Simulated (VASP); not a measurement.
# Pt, density of states: which settings are enough?

Pt, Fm-3m (no. 225), 1 atom in the cell. PBE; PAW potentials Pt (PBE set). VASP 6.6.1.

Wanted: density of states by 0.5 eV bins within 8 %; centre of the states within 12 eV below the valence top within 0.03 eV; states at the Fermi level within 8 %.

What the run is for: density of states; Accuracy asked: standard; k mesh of the density: 13 × 13 × 13.

POSCAR:
```
Pt
1.0
    0.0000000000      1.9609000000      1.9609000000
    1.9609000000      0.0000000000      1.9609000000
    1.9609000000      1.9609000000      0.0000000000
Pt
1
Direct
    0.0000000000      0.0000000000      0.0000000000
```

The series start from Plane-wave cutoff (eV): 260; k-point mesh: 16 × 16 × 16; Energy points (NEDOS): 2001; Occupations for the DOS: ISMEAR=-5; Electronic threshold (eV): 1e-6; Precision mode (PREC): Accurate. Each series keeps the choices made before it, and each single choice may use up half of a tolerance. Times cover all steps of a run.

## Plane-wave cutoff (eV)

| Plane-wave cutoff (eV) | Density of states by 0.5 eV bins, largest deviation against the largest value | Centre of the states within 12 eV below the valence top (eV) | States at the Fermi level (states/eV/atom) | Time (s) |
|---|---|---|---|---|
| 180 | 14 % | -3.534 | 1.998 | 7.0 |
| 230 | 0.23 % | -3.607 | 2.044 | 9.1 |
| 260 | 0.42 % | -3.608 | 2.049 | 10 |
| 300 | 0.19 % | -3.607 | 2.049 | 11 |
| 370 | 0.064 % | -3.606 | 2.048 | 15 |
| 460 (reference) | 0 % | -3.606 | 2.048 | 19 |

Chosen: 230, the loosest value from which every tighter one stays within half of the tolerance.

## k-point mesh

| k-point mesh | Density of states by 0.5 eV bins, largest deviation against the largest value | Centre of the states within 12 eV below the valence top (eV) | States at the Fermi level (states/eV/atom) | Time (s) |
|---|---|---|---|---|
| 7 × 7 × 7 | 15 % | -3.601 | 1.619 | 6.0 |
| 8 × 8 × 8 | 12 % | -3.554 | 1.869 | 6.1 |
| 10 × 10 × 10 | 8.3 % | -3.591 | 2.119 | 6.7 |
| 13 × 13 × 13 | 6 % | -3.598 | 2.197 | 7.6 |
| 16 × 16 × 16 | 2.2 % | -3.607 | 2.044 | 9.1 |
| 19 × 19 × 19 | 1.3 % | -3.614 | 2.098 | 14 |
| 24 × 24 × 24 | 0.66 % | -3.619 | 2.107 | 21 |
| 28 × 28 × 28 (reference) | 0 % | -3.623 | 2.091 | 29 |

Chosen: 19 × 19 × 19.

## Energy points (NEDOS)

| Energy points (NEDOS) | Density of states by 0.5 eV bins, largest deviation against the largest value | Centre of the states within 12 eV below the valence top (eV) | States at the Fermi level (states/eV/atom) | Time (s) |
|---|---|---|---|---|
| 301 | 2.4 % | -3.650 | 2.198 | 15 |
| 501 | 2.6 % | -3.638 | 2.103 | 15 |
| 1001 | 2.7 % | -3.622 | 2.104 | 15 |
| 2001 | 2.5 % | -3.614 | 2.098 | 14 |
| 4001 (reference) | 0 % | -3.614 | 2.08 | 15 |

Chosen: 1001.

## Occupations for the DOS

| Occupations for the DOS | Density of states by 0.5 eV bins, largest deviation against the largest value | Centre of the states within 12 eV below the valence top (eV) | States at the Fermi level (states/eV/atom) | Time (s) |
|---|---|---|---|---|
| ISMEAR=-5 | 0 % | -3.622 | 2.104 | 15 |
| ISMEAR=-4 | 0 % | -3.622 | 2.104 | 14 |
| ISMEAR=0 SIGMA=0.05 | 8.1 % | -3.627 | 2.241 | 14 |
| ISMEAR=0 SIGMA=0.1 | 6.9 % | -3.626 | 2.112 | 14 |
| ISMEAR=-15 SIGMA=0.025 | 0.064 % | -3.623 | 2.104 | 15 |
| ISMEAR=1 SIGMA=0.1 | 8.2 % | -3.623 | 2.252 | 14 |

Chosen: ISMEAR=-5; no other choice that stays within half of the tolerance saves 30 % of the time.

## Electronic threshold (eV)

| Electronic threshold (eV) | Density of states by 0.5 eV bins, largest deviation against the largest value | Centre of the states within 12 eV below the valence top (eV) | States at the Fermi level (states/eV/atom) | Time (s) |
|---|---|---|---|---|
| 0.001 | 0.096 % | -3.622 | 2.1 | 13 |
| 0.0001 | 0.0053 % | -3.622 | 2.103 | 12 |
| 1e-5 | 0.0053 % | -3.623 | 2.104 | 14 |
| 1e-6 (reference) | 0 % | -3.622 | 2.104 | 15 |

Chosen: 0.001.

## Precision mode (PREC)

| Precision mode (PREC) | Density of states by 0.5 eV bins, largest deviation against the largest value | Centre of the states within 12 eV below the valence top (eV) | States at the Fermi level (states/eV/atom) | Time (s) |
|---|---|---|---|---|
| Normal | 0.059 % | -3.622 | 2.104 | 8.9 |
| Accurate (reference) | 0 % | -3.622 | 2.1 | 13 |

Chosen: Normal.

## All choices together

| Input | Density of states by 0.5 eV bins, largest deviation against the largest value | Centre of the states within 12 eV below the valence top (eV) | States at the Fermi level (states/eV/atom) | Time (s) |
|---|---|---|---|---|
| defaults for smearing, thresholds and mesh (naive) | 36 % | -3.648 | 1.33 | 6.5 |
| chosen settings | 1.2 % | -3.622 | 2.104 | 8.9 |
| reference settings throughout | 0 % | -3.622 | 2.081 | 65 |

The tolerance is met.

## The input

INCAR.step1:
```
SYSTEM = Pt
ALGO     = Normal         ! electronic algorithm
EDIFF    = 0.001          ! SCF threshold, eV
ENCUT    = 230            ! plane-wave cutoff, eV
GGA      = PE             ! functional
GGA_COMPAT= .FALSE.      
ISMEAR   = 1              ! smearing method
LASPH    = .TRUE.         ! aspherical terms in the spheres
LCHARG   = .TRUE.         ! write CHGCAR
LMAXMIX  = 4              ! l up to which the mixer works
LREAL    = .FALSE.        ! projectors in reciprocal space
LWAVE    = .FALSE.        ! write WAVECAR
NBANDS   = 19             ! bands
NELM     = 120            ! most SCF steps
PREC     = Normal         ! precision mode
SIGMA    = 0.1            ! smearing width, eV
```

INCAR.step2, as INCAR.step1 but for:
```
- ISMEAR = 1
- LCHARG = .TRUE.
- SIGMA = 0.1
+ EMAX = 19.2628
+ EMIN = -2.7372
+ ICHARG = 11
+ ISMEAR = -5
+ LCHARG = .FALSE.
+ LORBIT = 11
+ NEDOS = 1001
```

KPOINTS.step1:
```
k-points
0
Gamma
  13 13 13
```

KPOINTS.step2:
```
Automatic mesh
0
Gamma
  19 19 19
  0 0 0
```

Commands (each step's output is kept before the next begins):
```
cat potpaw_PBE.64/Pt/POTCAR > POTCAR
cp INCAR.step1 INCAR
cp KPOINTS.step1 KPOINTS
mpirun -np 1 vasp_std > vasp.out
cp INCAR.step2 INCAR
cp KPOINTS.step2 KPOINTS
mpirun -np 1 vasp_std > vasp.out
```

The chosen input took VASP 6.6.1 8.9 s on 1 core (AMD EPYC 9R45 (Zen 5)), a shared host.

## An input that fails: tetrahedra on too few k points

VASP's message: IBZKPT: tetrahedron method fails for NKPT<4. NKPT = 1.

k mesh: 16 × 16 × 16 becomes 1 × 1 × 1.

Changes against the starting input:
```
(step 2)
- NELM = 120
+ NELM = 97
```
